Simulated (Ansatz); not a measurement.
Which way does BeS + CdSe ⇌ BeSe + CdS run?

Plane-wave DFT in Ansatz with scalar-relativistic PAW potentials, cutoff 420 eV, Γ-centred meshes chosen by cell and gap, Gaussian smearing with energies taken to zero width. Every cell was relaxed (cell and atoms) in a run of its own, within the symmetry of its start. Functional: PBE.

Total energies hold large constants for each element; a whole number of eV per atom of each element is taken off below, which cancels in a balanced reaction.

| compound | lowest structure computed | structures tried | V (Å³/atom) | gap on mesh (eV) | E (eV per formula unit, common shift removed) |
| --- | --- | --- | --- | --- | --- |
| BeS | F-43m | 6 | 14.49 | 3.15 | -1.9655 |
| CdSe | F-43m | 5 | 29.75 | 0.49 | -1.7968 |
| BeSe | F-43m | 3 | 17.35 | 2.67 | -1.4373 |
| CdS | P6_3mc | 8 | 26.05 | 1.11 | -1.8301 |

**Question.** Work out the reaction energy at 0 K.

**Answer.** ΔE = E(BeSe) + E(CdS) − E(BeS) − E(CdSe) = 0.495 eV, or 48 kJ per mole of reaction (124 meV/atom). The left side is lower: Be takes S and Cd takes Se. All four are computed as solids; where they are solids at ordinary conditions entropy changes little. A lower structure that wasn't tried would shift the value, and mixed crystals may lie lower than either side. This functional puts CdSe lowest in F-43m, which isn't its usual phase at room temperature.